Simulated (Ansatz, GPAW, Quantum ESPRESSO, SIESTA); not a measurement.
**Mo: 6 runs at one level of theory**

```xyz
1
Lattice="-1.5838 1.5838 1.5838 1.5838 -1.5838 1.5838 1.5838 1.5838 -1.5838" Properties=species:S:1:pos:R:3 pbc="T T T"
Mo    0.0000    0.0000    0.0000
```

Alike in all runs: task band structure; functional PBEsol; k mesh 12 × 12 × 12; occupations fermi-dirac, width 0.05 eV; no spin polarisation; no spin-orbit coupling. Pressure is positive in compression and, in plane waves, holds the error of the finite cutoff, which Ansatz's Pulay term estimates and takes out.

| program and potentials | plane-wave cutoff (eV) | notes | pressure (GPa) |
| --- | --- | --- | --- |
| Quantum ESPRESSO, GBRV 1.5 PBEsol | 612 | 14 valence electrons an atom on average | -10.41 |
| Ansatz, all-electron LAPW, scalar-relativistic | - | - | -9.61 |
| Ansatz, PAW datasets made for the crystal | 300 | 6 valence electrons an atom on average | -9.60 |
| Quantum ESPRESSO, PseudoDojo 0.4.1 SR PBEsol standard | 1088 | 14 valence electrons an atom on average | -9.26 |
| SIESTA, files PseudoDojo sr-pbesol-0.4.1-standard, DZP (energy shift 0.003 Ry; two zetas on semicore shells) | - | atomic basis; 14 valence electrons an atom on average | -6.59 |
| GPAW, PAW data sets generated for this functional | 600 | 14 valence electrons an atom on average | -9.97 |

The pressure spans -10.41 (Quantum ESPRESSO, GBRV 1.5 PBEsol) to -6.59 GPa (SIESTA, files PseudoDojo sr-pbesol-0.4.1-standard, DZP (energy shift 0.003 Ry; two zetas on semicore shells)), with all-electron results at -9.61. The pressure on the cell as given of SIESTA, files PseudoDojo sr-pbesol-0.4.1-standard, DZP (energy shift 0.003 Ry; two zetas on semicore shells) lies far from the others; the cause wasn't traced. Rows in atomic bases carry the error of their basis and grid, which can be large.

The functional is the same throughout but for its coding, so the spread measures potentials, basis and numerics; runs on potential files found faulty are left out.
